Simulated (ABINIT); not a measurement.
The system is ZrC.

```xyz
2
Lattice="0.0000 2.3650 2.3650 2.3650 0.0000 2.3650 2.3650 2.3650 0.0000" Properties=species:S:1:pos:R:3 pbc="T T T"
Zr    2.3650    2.3650    2.3650
C     0.0000    0.0000    0.0000
```

Base run:

| Quantity | Value |
| --- | --- |
| Program | ABINIT 10.8.3 (patched build) |
| Functional | BP86 |
| Potentials or basis | JTH PAW PBE v2.0 |
| Cutoff | 517 eV |
| k mesh | 10 × 10 × 10 |
| Occupations | fermi-dirac, width 0.05 eV |
| Spin | no spin polarisation |

Its results: band gap on the k mesh none (metal or under the smearing width); pressure -2.2 GPa.

Task: After a change of settings the same cell gave: band gap on the k mesh none (metal or under the smearing width); pressure -7.9 GPa. Which change was it?
A. functional from BP86 to RPBE
B. functional from BP86 to WC
C. spin from no spin polarisation to spin-orbit coupling, no magnetisation
D. functional from BP86 to RPBE; spin from no spin polarisation to spin-orbit coupling, no magnetisation

Result: B.

Caveats: the PAW data sets were made with another functional, which shifts forces and pressure a little.

Runs at the PBE level aren't shown here.
